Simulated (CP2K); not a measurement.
Runs of CP2K 2026.2 on Mo. It takes space group Im-3m (No. 229, cubic). The conventional cell has a = 3.168 Å, b = 3.168 Å, c = 3.168 Å, α = 90.00°, β = 90.00°, γ = 90.00°. Mo (site symmetry m-3m) has 8 Mo at 2.74 Å as nearest neighbours. 

```csv
task,level,potentials or basis,smearing,EPS_DEFAULT,NGRIDS,basis sets,potentials,points a segment of the path (NPOINTS),gap on the mesh (eV),pressure (GPa)
band structure,PBEsol,POTENTIAL_UZH Mo GTH-PBE-q14; TZVP-MOLOPT-PBE-GTH basis,fermi-dirac 0.05 eV,1.0E-9,5,Mo TZVP-MOLOPT-PBE-GTH-q14,Mo GTH-PBE-q14 of POTENTIAL_UZH,10,none,-7.0
band structure,LDA,GTH_POTENTIALS Mo GTH-PADE-q14; TZVP-MOLOPT-PBE-GTH basis,fermi-dirac 0.0259 eV,1.0E-10,4,Mo TZVP-MOLOPT-PBE-GTH-q14,Mo GTH-PADE-q14 of GTH_POTENTIALS,6,none,(a)
band structure,r2SCAN,POTENTIAL_UZH Mo GTH-SCAN-q14; TZVP-MOLOPT-SCAN-GTH basis,fermi-dirac 0.0259 eV,1.0E-9,4,Mo TZVP-MOLOPT-SCAN-GTH-q14,Mo GTH-SCAN-q14 of POTENTIAL_UZH,10,none,-2.2
band structure,TB-mBJ,POTENTIAL_UZH Mo GTH-PBE-q14; TZVP-MOLOPT-PBE-GTH basis,fermi-dirac 0.0259 eV,1.0E-9,5,Mo TZVP-MOLOPT-PBE-GTH-q14,Mo GTH-PBE-q14 of POTENTIAL_UZH,8,none,-
```

Alike in all rows: no spin polarisation; cell as given; k mesh 12 × 12 × 12.

**Question.** Estimate the missing entries.

**Answer.** (a) -12.6.

Caveats: the basis of atomic orbitals isn't converged, which shifts pressures, moduli and gaps; the potentials were made for another functional, which shifts forces and pressure (some runs); this is a model potential without an energy functional, so only levels have meaning (some runs).

A k mesh can miss the band edges, and the runs leave out spin-orbit coupling on Mo.

A gap of «none» marks a metal or a gap under the smearing width.

Runs at the PBE level aren't shown here.
